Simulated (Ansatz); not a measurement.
Which of these structures of NiO lies lowest?

These are results of DFT, PBE, all-electron LAPW, scalar-relativistic in Ansatz 0.2.0, not measurements.

Each cell is taken as listed (from a database or a relaxation; residual pressures are under 0.6 GPa and forces under 0.08 eV/Å), on meshes of about 0.2 Å⁻¹ spacing; energies are extrapolated to zero smearing, with no zero-point or thermal terms. Other structures, the observed one among them, may be missing from this set and lie lower. All runs are spin-polarised from parallel starts; other orders weren't tried.

Semilocal functionals without U often leave such compounds metallic or with too small a gap, and the real magnetic order may differ.

**Question.** Order the structures by energy per atom, lowest first, and give the differences.
A.
Space group Fm-3m (No. 225). a = 4.217 Å, b = 4.217 Å, c = 4.217 Å, α = 90.00°, β = 90.00°, γ = 90.00°
```json
{"atom": "Ni", "site": "4a", "symmetry": "m-3m", "x": "0.0000", "y": "0.0000", "z": "0.0000"}
{"atom": "O", "site": "4b", "symmetry": "m-3m", "x": "0.5000", "y": "0.0000", "z": "0.0000"}
```
(rocksalt type, relaxed by us; 16×16×16 mesh on the primitive cell, smearing 0.03 eV, P = 0.4 GPa, final moment 0.93 μB/atom)
B.
Space group F-43m (No. 216). a = 4.481 Å, b = 4.481 Å, c = 4.481 Å, α = 90.00°, β = 90.00°, γ = 90.00°
```tsv
atom	site	symmetry	x	y	z
Ni	4a	-43m	0.0000	0.0000	0.0000
O	4d	-43m	0.2500	0.2500	0.7500
```
(zincblende type, relaxed by us; 14×14×14 mesh on the primitive cell, smearing 0.03 eV, P = 0.1 GPa, final moment 0.98 μB/atom)

**Answer.** B (0 meV/atom), A (57 meV/atom).
